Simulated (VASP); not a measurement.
# KBr (Pm-3m) in VASP: notebook

Runs on KBr. Level: PBE. Tasks: single point.

All numbers are computed with VASP 6.6.1; they aren't measurements. Logs are shortened: lines on timing, memory, paths and dates and some standing lists are left out, and cuts for length are marked.

### 1 Starting point

The structure is cubic, space group Pm-3m (No. 221). Conventional cell: a = 4.043 Å, b = 4.043 Å, c = 4.043 Å, α = 90.00°, β = 90.00°, γ = 90.00°. Around Br (site symmetry m-3m) lie 8 K at 3.50 Å. K (site symmetry m-3m) is surrounded by 8 Br at 3.50 Å.

Measurements of this composition are mostly on another form, of space group No. 225.

### 2 Single point, PBE

INCAR

```
  PREC = Accurate
  ENCUT = 550
  EDIFF = 1E-6
  ISMEAR = 0
  SIGMA = 0.05
  LREAL = False
  LASPH = True
  NELM = 100
  ALGO = Normal
  ISIF = 2
  LWAVE = False
  LCHARG = False
  GGA = PE
  NBANDS = 14
  ADDGRID = False
```

KPOINTS

```
Automatic mesh
0
Gamma
  3 3 3
```

POSCAR

```
KBr
1.0
    4.0434990000      0.0000000000      0.0000000000
    0.0000000000      4.0434990000      0.0000000000
    0.0000000000      0.0000000000      4.0434990000
Br K
1 1
Direct
    0.5000000000      0.5000000000      0.5000000000
    0.0000000000      0.0000000000      0.0000000000
```

Potentials or basis: VASP PAW PBE potentials, release 64 (Br, K_pv).

Launch:

```
> cat potpaw_PBE.64/Br/POTCAR potpaw_PBE.64/K_pv/POTCAR > POTCAR
> mpirun -np 1 vasp_std > vasp.out
```

OUTCAR:

```text
PREC = Accurate
   ENCUT = 550
   EDIFF = 1E-6
   ISMEAR = 0
   LREAL = False
   LASPH = True
   NELM = 100
   ISIF = 2
   GGA = PE

 Found      4 irreducible k-points:

 Following reciprocal coordinates:
            Coordinates               Weight
  0.000000  0.000000  0.000000      1.000000
  0.333333  0.000000  0.000000      6.000000
  0.333333  0.333333  0.000000     12.000000
  0.333333  0.333333  0.333333      8.000000
   k-points           NKPTS =      4   k-points in BZ     NKDIM =      4   number of bands    NBANDS=     14
   number of dos      NEDOS =    301   number of ions     NIONS =      2
   total plane-waves  NPLWV =  32768
   dimension x,y,z NGX =    32 NGY =   32 NGZ =   32
   dimension x,y,z NGXF=    64 NGYF=   64 NGZF=   64
   ions per type =               1   1
   NGX,Y,Z   is equivalent  to a cutoff of  13.16, 13.16, 13.16 a.u.
   NGXF,Y,Z  is equivalent  to a cutoff of  26.31, 26.31, 26.31 a.u.
 SYSTEM =  unknown system
   PREC   = accura    normal or accurate (medium, high low for compatibility)
   ISTART =      0    job   : 0-new  1-cont  2-samecut
   ICHARG =      2    charge: 1-file 2-atom 10-const
   ISPIN  =      1    spin polarized calculation?
   LNONCOLLINEAR =      F non collinear calculations
   LSORBIT =      F    spin-orbit coupling
   LASPH  =      T    aspherical Exc in radial PAW
   ENCUT  =  550.0 eV  40.42 Ry    6.36 a.u.   7.73  7.73  7.73*2*pi/ulx,y,z
   NELM   =    100;   NELMIN=  2; NELMDL= -5     # of ELM steps
   EDIFF  = 0.1E-05   stopping-criterion for ELM
[... 18 lines left out ...]
     AMIX     =   0.40;   BMIX     =  1.00
     AMIX_MAG =   1.60;   BMIX_MAG =  1.00
  volume/ion in A,a.u.               =      33.06       223.07
  Fermi-wavevector in a.u.,A,eV,Ry     =   0.975799  1.843992 12.955234  0.952183
  Thomas-Fermi vector in A             =   2.106367
   LORBIT       =      0    0 simple, 1 ext, 2 COOP (PROOUT), +10 PAW based schemes
   GGA     = PE    functional components
[... 5 lines left out ...]
 non-spin polarized calculation
 Gauss-broadening in eV      SIGMA  =   0.05
  energy-cutoff  :      550.00
  volume of cell :       66.11
 maximum number of plane-waves:      1944
 NGX is ok and might be reduce to    32
   NGX = 15   NGY = 15   NGZ = 15

 number of electron      14.0000001 magnetization

 Free energy of the ion-electron system (eV)
  ---------------------------------------------------
  ext. energy  EPLUGINS =         0.00000000
  ---------------------------------------------------
  free energy    TOTEN  =        -6.01390617 eV

  energy without entropy =       -6.01390617  energy(sigma->0) =       -6.01390617

 E-fermi :  -1.7488     XC(G=0):  -7.7870

 val. band max:       -2.0421666650   @ k =   0.3333   0.3333   0.0000
 cond. band min:       1.9077972856   @ k =   0.0000   0.0000   0.0000
 fundamental gap:      3.9499639506
 Fermi energy:        -1.7487777025

 k-point     1 :       0.0000    0.0000    0.0000
  band No.  band energies     occupation
      1     -14.7114      2.00000
      2     -14.0490      2.00000
      3     -14.0490      2.00000
      4     -14.0490      2.00000
      5      -2.1965      2.00000
      6      -2.1965      2.00000
      7      -2.1965      2.00000
      8       1.9078      0.00000
      9       3.8979      0.00000
     10       3.8979      0.00000
     11       7.8427      0.00000
     12       7.8427      0.00000
     13       7.8427      0.00000
     14      10.5958      0.00000

 k-point     2 :       0.3333    0.0000    0.0000
  band No.  band energies     occupation
      1     -14.8515      2.00000
      2     -14.0346      2.00000
      3     -14.0346      2.00000
      4     -13.8871      2.00000
      5      -3.5516      2.00000
      6      -2.1750      2.00000
      7      -2.1750      2.00000
      8       3.7121      0.00000
      9       4.7006      0.00000
     10       5.4958      0.00000
     11       7.7173      0.00000
     12       7.7173      0.00000
     13       7.9208      0.00000
     14       8.2672      0.00000

 k-point     3 :       0.3333    0.3333    0.0000
  band No.  band energies     occupation
      1     -14.6864      2.00000
      2     -14.1545      2.00000
      3     -14.0228      2.00000
      4     -13.9694      2.00000
      5      -3.3019      2.00000
      6      -3.0991      2.00000
      7      -2.0422      2.00000
      8       3.9580      0.00000
      9       4.6247      0.00000
     10       6.4668      0.00000
     11       6.7453      0.00000
     12       7.0354      0.00000
     13       7.1995      0.00000
     14       8.9134      0.00000

 k-point     4 :       0.3333    0.3333    0.3333
  band No.  band energies     occupation
      1     -14.5239      2.00000
      2     -14.1331      2.00000
      3     -14.1331      2.00000
      4     -14.0420      2.00000
      5      -3.0963      2.00000
      6      -3.0963      2.00000
      7      -3.0930      2.00000
      8       4.9049      0.00000
      9       5.4828      0.00000
     10       5.4828      0.00000
     11       6.2991      0.00000
     12       7.2959      0.00000
     13       7.2959      0.00000
     14       9.9565      0.00000

------------------------ aborting loop because EDIFF is reached ----------------------------------------

  FORCE on cell =-STRESS in cart. coord.  units (eV):
  Direction    XX          YY          ZZ          XY          YZ          ZX
  --------------------------------------------------------------------------------------
  -------------------------------------------------------------------------------------
  Total        0.1346701      0.1346701      0.1346701     -0.0000000     -0.0000000     -0.0000000
  in kB        3.2636969      3.2636969      3.2636969     -0.0000000     -0.0000000     -0.0000000
  external PRESSURE =       3.2636969 kB  Pullay stress =       0.0000000 kB

 VOLUME and BASIS-vectors are now :
 -----------------------------------------------------------------------------
  energy-cutoff  :      550.00
  volume of cell :       66.11
      direct lattice vectors                 reciprocal lattice vectors
     4.043499000  0.000000000  0.000000000     0.247310559  0.000000000  0.000000000
     0.000000000  4.043499000  0.000000000     0.000000000  0.247310559  0.000000000
     0.000000000  0.000000000  4.043499000     0.000000000  0.000000000  0.247310559

 POSITION                                       TOTAL-FORCE (eV/Angst)
 -----------------------------------------------------------------------------------
      2.02175      2.02175      2.02175         0.000000      0.000000      0.000000
      0.00000      0.00000      0.00000         0.000000      0.000000      0.000000
 -----------------------------------------------------------------------------------
    total drift:                                0.000000      0.000000     -0.000000

  FREE ENERGIE OF THE ION-ELECTRON SYSTEM (eV)
  ---------------------------------------------------
  free  energy   TOTEN  =        -6.0139061654 eV

  energy  without entropy=       -6.0139061654  energy(sigma->0) =       -6.01390617
```

Run time: 3.6 s. Hardware: 1 thread of Intel Xeon Platinum 8488C (Sapphire Rapids), shared host; peak memory 0.17 GiB.

These settings aren't checked as converged: the numbers below hold their error.

What came out:

```
Free energy            : -6.0139 eV
Pressure               : 0.3 GPa
Band gap on the k mesh : 3.95 eV, indirect (least direct gap 4.10 eV)
```

Caveat: the k mesh is coarse (spacing up to 0.52 Å⁻¹), so the values aren't converged; an odd mesh through Γ misses points on the zone boundary, where band edges often lie.

### 3 Single point, PBE

Changes to INCAR since step 2:

```diff
@@ -1,3 +1,3 @@
   PREC = Accurate
-  ENCUT = 550
+  ENCUT = 350
   EDIFF = 1E-6
```

KPOINTS

```
Automatic mesh
0
Gamma
  4 4 4
```

POSCAR is that of step 2.

Potentials or basis: VASP PAW PBE potentials, release 64 (Br, K_pv).

Launch:

```
> cat potpaw_PBE.64/Br/POTCAR potpaw_PBE.64/K_pv/POTCAR > POTCAR
> mpirun -np 1 vasp_std > vasp.out
```

It took 4.3 s on 1 thread of Intel Xeon Platinum 8488C (Sapphire Rapids), shared host; peak memory 0.15 GiB.

These settings aren't checked as converged: the numbers below hold their error.

What came out:

- Free energy: -6.0373 eV
- Pressure: 0.1 GPa
- Band gap on the k mesh: 3.85 eV, indirect (least direct gap 4.11 eV)

### 4 For comparison

An earlier run on the cell as given: functional PBE; potentials or basis VASP PAW PBE potentials, release 64 (Br, K_sv); cutoff 520 eV; k mesh 7 × 7 × 7; occupations fermi-dirac, width 0.05 eV; no spin polarisation.

- Pressure: 0.0 GPa
- Band gap on the k mesh: 3.89 eV, indirect (least direct gap 4.12 eV)
